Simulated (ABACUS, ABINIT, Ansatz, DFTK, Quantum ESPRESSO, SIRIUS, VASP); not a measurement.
# La: programs and potentials compared

```xyz
2
Lattice="3.7500 0.0000 0.0000 -1.8750 3.2476 0.0000 0.0000 0.0000 6.0700" Properties=species:S:1:pos:R:3 pbc="T T T"
La    1.8750    1.0825    4.5525
La    0.0000    2.1651    1.5175
```

This isn't the form of La at room conditions, which is double hcp.

Alike in all runs: task single point; functional PBE; k mesh 8 × 8 × 5; occupations fermi-dirac, width 0.05 eV; no spin polarisation; no spin-orbit coupling. Pressure is positive in compression and, in plane waves, holds the error of the finite cutoff, which Ansatz's Pulay term estimates and takes out.

```tsv
program and potentials	plane-wave cutoff (eV)	notes	pressure (GPa)
Ansatz, Ansatz PAW (earlier soft set)	420	-	0.67
DFTK, PseudoDojo SR PBE 0.4.1 standard (PBE)	1497	-	0.67
Ansatz, all-electron LAPW, scalar-relativistic	-	-	0.70
SIRIUS, PseudoDojo 0.4.1 PBE standard (scalar relativistic)	1500	-	0.67
VASP, PBE PAW files La, 520 eV	520	-	0.75
Quantum ESPRESSO, SSSP 1.3 efficiency PBE	748	-	0.81
ABACUS, PseudoDojo NC SR 0.4.1 PBE standard, plane waves	1510	-	0.67
ABINIT, JTH PAW PBE v2.0	544	-	0.78
```

The pressure spans 0.67 (DFTK, PseudoDojo SR PBE 0.4.1 standard (PBE)) to 0.81 GPa (Quantum ESPRESSO, SSSP 1.3 efficiency PBE), with all-electron results at 0.70.

The functional is the same throughout but for its coding, so the spread measures potentials, basis and numerics; runs on potential files found faulty are left out.
